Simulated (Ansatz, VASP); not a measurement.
# Two plane-wave programs on Ga

```
CELL_PARAMETERS angstrom
4.47196 0.00000 0.00000
0.00000 7.59365 0.00000
0.00000 0.00000 4.49206
ATOMIC_POSITIONS crystal
Ga 0.50000 0.84401 0.41664
Ga 0.50000 0.65599 0.91664
Ga 0.50000 0.15599 0.58336
Ga 0.50000 0.34401 0.08336
Ga 0.00000 0.34401 0.41664
Ga 0.00000 0.15599 0.91664
Ga 0.00000 0.65599 0.58336
Ga 0.00000 0.84401 0.08336
```

Alike in both runs: task single point; functional PBEsol; k mesh 8 × 6 × 8; occupations gaussian, width 0.1 eV; no spin polarisation.

|  | VASP | Ansatz |
| --- | --- | --- |
| version | VASP 6.6.1 | Ansatz 0.2.0 |
| potentials or method | VASP PAW PBE potentials, release 64 (Ga_d) | scalar-relativistic, plane waves, PAW |
| plane-wave cutoff (eV) | 520 | 420 |
| valence electrons in the cell | 104 | 104 |

|  | VASP | Ansatz | Ansatz less VASP |
| --- | --- | --- | --- |
| gap on the k mesh at the Fermi level (eV) | none | none | - |
| pressure (GPa) | 0.0 | 0.0 | -0.06 |
| largest component of the traceless stress (GPa) | 0.18 | 0.16 | -0.017 |
| rms of the force components (eV/Å) | 0.027 | 0.024 | -0.0034 |

Atom by atom the forces differ by 0.003 eV/Å (rms over components). A gap of «none» marks a metal or a gap that the smearing closes.

Caveats: the PAW data sets were made with another functional, which shifts forces and pressure a little (VASP).
